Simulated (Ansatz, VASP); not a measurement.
Two plane-wave programs on TaN

```
Ta N
1.0
     0.00000    2.17900    2.17900
     2.17900    0.00000    2.17900
     2.17900    2.17900    0.00000
Ta N
1 1
Cartesian
  2.1790 2.1790 2.1790
  0.0000 0.0000 0.0000
```

Alike in both runs: task single point; functional r2SCAN; k mesh 8 × 8 × 8; occupations gaussian, width 0.1 eV; collinear spin.

|  | VASP | Ansatz |
| --- | --- | --- |
| version | VASP 6.6.1 | Ansatz 0.2.0 |
| potentials or method | VASP PAW PBE potentials, release 64 (Ta_pv, N) | scalar-relativistic, plane waves, PAW |
| plane-wave cutoff (eV) | 520 | 500 |
| valence electrons in the cell | 16 | 18 |

```tsv
	VASP	Ansatz	Ansatz less VASP
gap on the k mesh at the Fermi level (eV)	none	none	-
pressure (GPa)	12.1	10.0	-2.15
net moment per atom (μB)	0.00	0.00	0.000
```

A gap of «none» marks a metal or a gap that the smearing closes. The functional is the same, so the differences come from potentials, cutoffs and numerics. The two sets of potentials don't hold the same shells in valence. Ansatz warned: «seeded_moment_not_kept».

Caveats: the PAW data sets were made with another functional, which shifts forces and pressure a little (VASP). Spin-orbit coupling is left out, which matters for the levels of Ta.
